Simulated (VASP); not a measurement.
Input of a VASP 6.6.1 run:

The input INCAR:

```
PREC     = Accurate       # precision mode
ENCUT    = 520            # plane-wave cutoff, eV
EDIFF    = 1E-7           # SCF threshold, eV
ISMEAR   = 0              # smearing method
SIGMA    = 0.01           # smearing width, eV
LREAL    = False          # projectors in reciprocal space
LASPH    = True           # aspherical terms in the spheres
NELM     = 80             # most SCF steps
ALGO     = Normal         # electronic algorithm
ISIF     = 2              # what is computed and relaxed
LWAVE    = False          # write WAVECAR
LCHARG   = False          # write CHGCAR
GGA      = PE             # functional
IBRION   = 2              # ionic algorithm
NSW      = 40             # ionic steps
EDIFFG   = -0.005         # ionic threshold
ISYM     = 0
```

File KPOINTS:

```
regular mesh
0
Gamma
  1 1 1
```

POSCAR

```
N
1.0
   12.0000000000      0.0000000000      0.0000000000
    0.0000000000     12.5000000000      0.0000000000
    0.0000000000      0.0000000000     13.0000000000
N
2
Direct
    0.5000000000      0.5000000000      0.4576923100
    0.5000000000      0.5000000000      0.5423076900
```

Potentials or basis: VASP PAW PBE potentials, release 64 (N).

Run with:

```sh
$ cat potpaw_PBE.64/N/POTCAR > POTCAR
$ mpirun -np 2 vasp_gam > vasp.out
```

**Question.** Predict the energy gained by relaxing.

**Answer.** 6.8 meV/atom.

**Question.** Predict the band gap on the k mesh.

**Answer.** 8.07 eV, direct.

Final structure:
```cif
data_structure
_symmetry_space_group_name_H-M 'P 1'
_symmetry_Int_Tables_number 1
_cell_length_a 12.0000
_cell_length_b 12.5000
_cell_length_c 13.0000
_cell_angle_alpha 90.000
_cell_angle_beta 90.000
_cell_angle_gamma 90.000
_cell_volume 1950.00
loop_
_atom_site_label
_atom_site_type_symbol
_atom_site_fract_x
_atom_site_fract_y
_atom_site_fract_z
_atom_site_occupancy
N1 N 0.50000 0.50000 0.45719 1
N2 N 0.50000 0.50000 0.54281 1
```

Caveat: the standard files for N, O and F lose accuracy on very short bonds. A hybrid or GW would open this gap; PBE tends to underestimate it.
